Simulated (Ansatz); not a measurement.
The following input was run with Ansatz 0.2.0.

```yaml
crystal:
  lattice:
    - [0.0, 2.6451078355, 2.6451078355]
    - [2.6451078355, 0.0, 2.6451078355]
    - [2.6451078355, 2.6451078355, 0.0]
  atoms:
    - { symbol: Bi, position: [0.0, 0.0, 0.0] }
basis:
  ecutwfc: 420
kpoints:
  mp_grid: { grid: [14, 14, 14] }
hamiltonian:
  xc: pbe
scf:
  occupations: { method: gaussian, width: 0.1 }
output:
  forces: true
  stress: true
  eigenvalues: true
  populations: true
  write_density: true
  write_potential: true
  elf: true
  volumetric_format: npy
```

Command:
```bash
ansatz run input.yaml --threads 1 --pin off --max-ram 1331MiB --backend cpu --events-out ev --progress --plain --runs-dir out
```

These are results of Ansatz, DFT PBE, scalar-relativistic, plane waves, PAW, not measurements.

Part of what the program printed, abridged (iterations and final results):

```
SCF iter   1: F=—  HF=-12396.262961 eV  |F-HF|=—  |Δ(HF+E_count)|=         —  Δρ=1.27e-3  dr2=5.09e-4  ethr=1.77e-3  ⟨swp⟩=5.5  Hψ=7194  notcnv=0
SCF iter   2: F=—  HF=-12396.262556 eV  |F-HF|=—  |Δ(HF+E_count)|=   4.05e-4  Δρ=7.08e-4  dr2=1.06e-4  ethr=3.39e-6  ⟨swp⟩=2.2  Hψ=2822  notcnv=0
SCF iter   3: F=—  HF=-12396.262710 eV  |F-HF|=—  |Δ(HF+E_count)|=   1.53e-4  Δρ=2.54e-4  dr2=1.62e-5  ethr=7.06e-7  ⟨swp⟩=1.9  Hψ=1346  notcnv=0
SCF iter   4: F=—  HF=-12396.262716 eV  |F-HF|=—  |Δ(HF+E_count)|=   6.20e-6  Δρ=2.95e-5  dr2=1.29e-7  ethr=1.08e-7  ⟨swp⟩=2.8  Hψ=1848  notcnv=0
SCF iter   5: F=-12396.262716 eV  HF=-12396.262716 eV  |F-HF|=5.00e-10  |Δ(HF+E_count)|=   1.54e-8  Δρ=1.79e-6  dr2=7.49e-10  ethr=8.57e-10  ⟨swp⟩=2.0  Hψ=1907  notcnv=0
SCF iter   6: F=-12396.262716 eV  HF=-12396.262716 eV  |F-HF|=1.64e-11  |Δ(HF+E_count)|=  6.58e-10  Δρ=3.95e-7  dr2=2.19e-11  ethr=4.99e-12  ⟨swp⟩=8.2  Hψ=8252  notcnv=0
SCF 1 converged in 6 iterations: F = -12396.262716 eV  dr2 = 2.19e-11
SCF converged after 6 iterations
Free energy (F): -12396.262716 eV
Harris-Foulkes:  -12396.262716 eV  (|F-HF|=1.64e-11)
Internal energy: -12396.258307 eV  (E = F + TS)
E sigma→0 (E₀):  -12396.260512 eV
Entropy (-TS):   -0.004409 eV (-4.409 meV/atom)
Fermi energy:    9.266521 eV
--- Per-component energies (eV) ---
  E_band       = -118.869064
  E_kinetic    = 299.708627
  E_local      = -1527.694977  (includes V_loc(G=0)·N_el)
  E_nonlocal   = 559.903790
  E_hartree    = 489.007979
  E_xc         = -150.261336
  E_vxc        = -142.796626  (∫ρ·V_xc dr)
  E_paw        = -10662.953922  (= ΣΔE_a)
  E_vpaw       = -286.005256  (= ΣTr[D̂ρ^β])
  E_aug_tail   = -0.000434  (compensation charges beyond the density's cutoff)
  E_ewald      = -1403.968035
  E_smearing   = -0.004409  (= −TS)
--- Forces (eV/Å), atoms counted from 1 ---
  atom   1  Bi     0.00000000     0.00000000     0.00000000
--- Stress (GPa, compression-positive) ---
       -5.483864       0.000000       0.000000
        0.000000      -5.483864       0.000000
        0.000000       0.000000      -5.483864
  P = ⅓ Tr σ = -5.4839 GPa (-54.839 kbar)
--- Band table (eV; the first three rows and the last of 104) ---
  k-point 0: bands = ["-13.8015", "-13.8015", "-13.8015", "-13.7652", "-13.7652", "-3.3136", "13.0938", "13.0938", "13.0938", "16.2409", "18.3263", "19.1985"]
  k-point 1: bands = ["-13.8010", "-13.7993", "-13.7993", "-13.7651", "-13.7651", "-3.2441", "12.2207", "13.0160", "13.0160", "16.7730", "17.8660", "19.3454"]
  k-point 2: bands = ["-13.7995", "-13.7945", "-13.7945", "-13.7637", "-13.7637", "-3.0390", "10.6055", "12.8128", "12.8128", "16.6563", "18.5955", "19.6467"]
  k-point 103: bands = ["-13.7912", "-13.7902", "-13.7628", "-13.7461", "-13.7123", "-0.4704", "6.6161", "7.3882", "8.4585", "16.8315", "18.1860", "19.9653"]
--- Löwdin populations: 1 site ---
  site symbol q [e]
     0     Bi     14.9630
  spilling = 0.002465 (of n_electrons = 15.000000)
```

The run converged.

Spin–orbit coupling is left out, which can shift energies with elements as heavy as these.